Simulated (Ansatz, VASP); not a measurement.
**Mg in VASP and in Ansatz**

INCAR

```
SYSTEM = Mg
PREC = Accurate
ENCUT = 520
EDIFF = 1E-7
ISMEAR = -1
SIGMA = 0.05
LREAL = .FALSE.
LASPH = .TRUE.
NELM = 100
ALGO = Normal
ISIF = 2
LWAVE = .FALSE.
LCHARG = .FALSE.
GGA = PE
NBANDS = 7
```

Contents of KPOINTS:

```
Automatic mesh
0
G
  11 11 11
  0 0 0
```

File POSCAR:

```
Mg
1.0
   -1.7845050011      1.7845050011      1.7845050011
    1.7845050011     -1.7845050011      1.7845050011
    1.7845050011      1.7845050011     -1.7845050011
Mg
1
Direct
    0.0000000000      0.0000000000      0.0000000000
```

The input input.yaml:

```yaml
crystal:
  lattice:
    - [-1.7845050011, 1.7845050011, 1.7845050011]
    - [1.7845050011, -1.7845050011, 1.7845050011]
    - [1.7845050011, 1.7845050011, -1.7845050011]
  atoms:
    - { symbol: Mg, position: [0.0, 0.0, 0.0] }
hamiltonian:
  xc: pbe
  pseudopotentials: { kind: paw }
kpoints:
  mp_grid: { grid: [11, 11, 11] }
scf:
  occupations: { method: fermi_dirac, width: 0.05 }
output:
  forces: true
  stress: true
  eigenvalues: true
```

Change from the starting cell: volume scaled by 1.02.

Alike in both runs: task single point; functional PBE; k mesh 11 × 11 × 11; occupations fermi-dirac, width 0.05 eV; no spin polarisation.

```csv
,VASP,Ansatz
version,VASP 6.6.1,Ansatz 0.2.0
potentials or method,"VASP PAW PBE potentials, release 64 (Mg)",Ansatz PAW
plane-wave cutoff (eV),520,420
valence electrons in the cell,2,10
```

```tsv
	VASP	Ansatz	Ansatz less VASP
gap on the k mesh at the Fermi level (eV)	none	none	-
pressure (GPa)	0.1	0.2	+0.13
```

A gap of «none» marks a metal or a gap that the smearing closes. The functional is the same, so the differences come from potentials, cutoffs and numerics. The two sets of potentials don't hold the same shells in valence.
